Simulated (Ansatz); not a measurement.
# Ca: computed DOS

```
CELL_PARAMETERS angstrom
3.98000 0.00000 0.00000
-1.99000 3.44678 0.00000
0.00000 0.00000 6.52000
ATOMIC_POSITIONS crystal
Ca 0.33333 0.66667 0.25000
Ca 0.66667 0.33333 0.75000
```

Conventional cell: a = 3.980 Å, b = 3.980 Å, c = 6.520 Å, α = 90.00°, β = 90.00°, γ = 120.00°. Ca (atom 1) has 12 Ca at 3.98 to 3.99 Å as nearest neighbours.

The structure is an experimental refinement, used without relaxation. It was measured hot, at 723 K.

Level of theory: Ansatz 0.2.0, DFT, PBE, all-electron LAPW, scalar-relativistic.

Settings: a Γ-centred 11×11×6 k mesh, Fermi–Dirac smearing of 0.08 eV, basis error target 0.5 meV/atom, no spin polarisation.

States per eV and cell, averaged over 0.6 eV, from -4.0 to 0.0 eV, with energies (bin centres) from the Fermi level; empty bins are left out. 

```json
{"E (eV)": "-3.8", "total": "0.15"}
{"E (eV)": "-3.2", "total": "0.45"}
{"E (eV)": "-2.6", "total": "0.67"}
{"E (eV)": "-2.0", "total": "0.91"}
{"E (eV)": "-1.4", "total": "1.27"}
{"E (eV)": "-0.8", "total": "1.63"}
{"E (eV)": "-0.2", "total": "1.76"}
```
